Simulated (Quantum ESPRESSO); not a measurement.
Crystal: TaN.

```xyz
2
Lattice="0.0000 2.1790 2.1790 2.1790 0.0000 2.1790 2.1790 2.1790 0.0000" Properties=species:S:1:pos:R:3 pbc="T T T"
Ta    2.1790    2.1790    2.1790
N     0.0000    0.0000    0.0000
```

A run of Quantum ESPRESSO 7.5 on this cell left the log below. Logs are shortened: lines on timing, memory, paths and dates and some standing lists are left out, and cuts for length are marked.

```text
This program is part of the open-source Quantum ESPRESSO suite
     for quantum simulation of materials; please cite
         "P. Giannozzi et al., J. Phys.:Condens. Matter 21 395502 (2009);
         "P. Giannozzi et al., J. Phys.:Condens. Matter 29 465901 (2017);
         "P. Giannozzi et al., J. Chem. Phys. 152 154105 (2020);
     in publications or presentations arising from this work. More details at

     Message from routine setup:
     using ibrav=0 with symmetry is DISCOURAGED, use correct ibrav instead

     K-points division:     npool     =       2
     Subspace diagonalization in iterative solution of the eigenvalue problem:
     a serial algorithm will be used

     G-vector sticks info
     --------------------
     sticks:   dense  smooth     PW     G-vecs:    dense   smooth      PW
     Sum         823     823    253                15593    15593    2565

     Using Slab Decomposition

     bravais-lattice index     =            0
     lattice parameter (alat)  =       5.8233  a.u.
     unit-cell volume          =     139.6365 (a.u.)^3
     number of atoms/cell      =            2
     number of atomic types    =            2
     number of electrons       =        32.00
     number of Kohn-Sham states=           24
     kinetic-energy cutoff     =      88.0000  Ry
     charge density cutoff     =     352.0000  Ry
     scf convergence threshold =      4.0E-10
     mixing beta               =       0.5000
     number of iterations used =            8  plain     mixing
     Exchange-correlation= PBE
                           (   1   4   3   4   0   0   0)

     celldm(1)=   5.823329  celldm(2)=   0.000000  celldm(3)=   0.000000
     celldm(4)=   0.000000  celldm(5)=   0.000000  celldm(6)=   0.000000

     crystal axes: (cart. coord. in units of alat)
               a(1) = (   0.000000   0.707107   0.707107 )
               a(2) = (   0.707107   0.000000   0.707107 )
               a(3) = (   0.707107   0.707107   0.000000 )

     reciprocal axes: (cart. coord. in units 2 pi/alat)
               b(1) = ( -0.707107  0.707107  0.707107 )
               b(2) = (  0.707107 -0.707107  0.707107 )
[... 124 lines left out ...]

     End of self-consistent calculation

          k = 0.0000 0.0000 0.0000 (  1917 PWs)   bands (ev):

   -37.4700  -3.6810  -3.6810  -3.6810  10.7820  10.7820  10.7820  10.8597
    10.8788  10.8788  10.8788  12.8993  28.0134  28.0134  28.0134  29.8829
    29.8829  29.8829  32.1247  32.1247  33.7407  41.2077  56.6626  56.6626

          k = 0.1768 0.1768-0.1768 (  1949 PWs)   bands (ev):

   -37.4381  -4.1728  -3.7258  -3.7258  10.7559  10.8030  10.8030  10.8577
    10.8577  10.8761  10.8798  14.3023  24.1749  25.5088  25.5088  31.2408
    31.6524  31.6524  36.0402  36.0402  36.5442  44.4312  49.5829  49.9824

          k =-0.3536-0.3536 0.3536 (  1946 PWs)   bands (ev):

   -37.4061  -4.6250  -3.7701  -3.7701  10.7353  10.8197  10.8197  10.8433
    10.8433  10.8808  10.8936  16.1092  21.3939  24.1813  24.1813  34.0402
    34.0402  34.0720  35.9052  39.7765  39.7765  44.0390  44.2410  44.2410

          k = 0.3536 0.0000 0.0000 (  1964 PWs)   bands (ev):

   -37.4276  -4.1214  -3.8384  -3.8384  10.7808  10.7992  10.7992  10.8556
    10.8616  10.8616  10.8810  14.2299  23.6859  26.9500  26.9500  27.8142
    33.0852  33.7303  33.7303  34.5959  39.7433  46.2875  47.8707  49.1470

          k =-0.1768-0.5303 0.5303 (  1941 PWs)   bands (ev):

   -37.3956  -4.4314  -4.0168  -3.8832  10.7708  10.8190  10.8200  10.8372
    10.8408  10.8600  10.8982  15.0421  23.3594  24.8625  25.4600  29.9087
    34.6599  34.7797  36.9596  37.4318  40.5065  41.9730  46.4381  46.6082

          k = 0.0000-0.3536 0.3536 (  1947 PWs)   bands (ev):

   -37.4062  -4.3553  -4.0419  -3.7715  10.7602  10.8082  10.8243  10.8349
    10.8503  10.8659  10.8930  15.3028  22.6686  24.5523  25.2053  32.4930
    32.6266  33.8178  35.1394  39.4795  39.7519  43.5856  45.0136  49.3260

          k =-0.7071 0.0000 0.0000 (  1964 PWs)   bands (ev):

   -37.3850  -4.4800  -3.9940  -3.9940  10.8145  10.8145  10.8179  10.8329
    10.8451  10.8451  10.9035  14.1332  25.2447  26.4058  27.2251  27.2251
    34.2589  35.7728  35.7728  36.8290  39.2079  41.0032  48.4482  48.4482

          k =-0.7071 0.3536 0.0000 (  1912 PWs)   bands (ev):

   -37.3849  -4.2408  -4.2408  -4.0227  10.7976  10.8169  10.8169  10.8390
    10.8390  10.8398  10.9035  14.8727  24.3397  25.0768  25.0768  31.8079
    31.8079  35.7869  36.3163  36.7820  42.2499  44.1837  44.1837  47.6566

     the Fermi energy is    31.7903 ev

!    total energy              =    -516.68540909 Ry
     estimated scf accuracy    <          3.6E-10 Ry
     smearing contrib. (-TS)   =      -0.00135204 Ry
     internal energy E=F+TS    =    -516.68405706 Ry

     The total energy is F=E-TS. E is the sum of the following terms:
     one-electron contribution =    -111.85969899 Ry
     hartree contribution      =      96.59621561 Ry
     xc contribution           =     -45.92362403 Ry
     ewald contribution        =    -455.49694965 Ry

     convergence has been achieved in  10 iterations

     Forces acting on atoms (cartesian axes, Ry/au):

     atom    1 type  1   force =     0.00000000    0.00000000   -0.00000000
     atom    2 type  2   force =     0.00000000   -0.00000000    0.00000000

     Total force =     0.000000     Total SCF correction =     0.000000

     Computing stress (Cartesian axis) and pressure

          total   stress  (Ry/bohr**3)                   (kbar)     P=      154.38
   0.00104947   0.00000000   0.00000000          154.38        0.00        0.00
   0.00000000   0.00104947   0.00000000            0.00      154.38        0.00
   0.00000000   0.00000000   0.00104947            0.00        0.00      154.38

=------------------------------------------------------------------------------=
   JOB DONE.
=------------------------------------------------------------------------------=
```

Task: Write the input and the command behind it.

Result: Single point with PBE, no spin polarisation. The files as run (others can give the same):

pw.in
```
&CONTROL
  calculation = 'scf'
  prefix = 'pwscf'
  outdir = './tmp'
  pseudo_dir = './pseudo'
  tprnfor = .true.
  tstress = .true.
  disk_io = 'nowf'
/
&SYSTEM
  ibrav = 0
  nat = 2
  ntyp = 2
  ecutwfc = 88
  nbnd = 24
  occupations = 'smearing'
  smearing = 'fd'
  degauss = 0.00367493
/
&ELECTRONS
  conv_thr = 4d-10
  electron_maxstep = 120
  mixing_beta = 0.5
/
ATOMIC_SPECIES
Ta   180.9479 Ta_ONCV_PBE-1.2.upf
N     14.0070 N_ONCV_PBE-1.2.upf
CELL_PARAMETERS angstrom
   0.0000000000    2.1790013100    2.1790013100
   2.1790013100    0.0000000000    2.1790013100
   2.1790013100    2.1790013100    0.0000000000
ATOMIC_POSITIONS crystal
Ta     0.5000000000    0.5000000000    0.5000000000
N      0.0000000000    0.0000000000    0.0000000000
K_POINTS automatic
4 4 4 0 0 0
```

Potentials or basis: SG15 PBE 1.2.
Command:
```console
$ OMP_NUM_THREADS=1 mpirun -n 2 pw.x -nk 2 -in pw.in > pw.out
```

Caveat: the k mesh is coarse (spacing up to 0.62 Å⁻¹), so the values aren't converged; so large a pressure means that the cell lies far from this level's equilibrium, or that cutoff or potentials fall short.
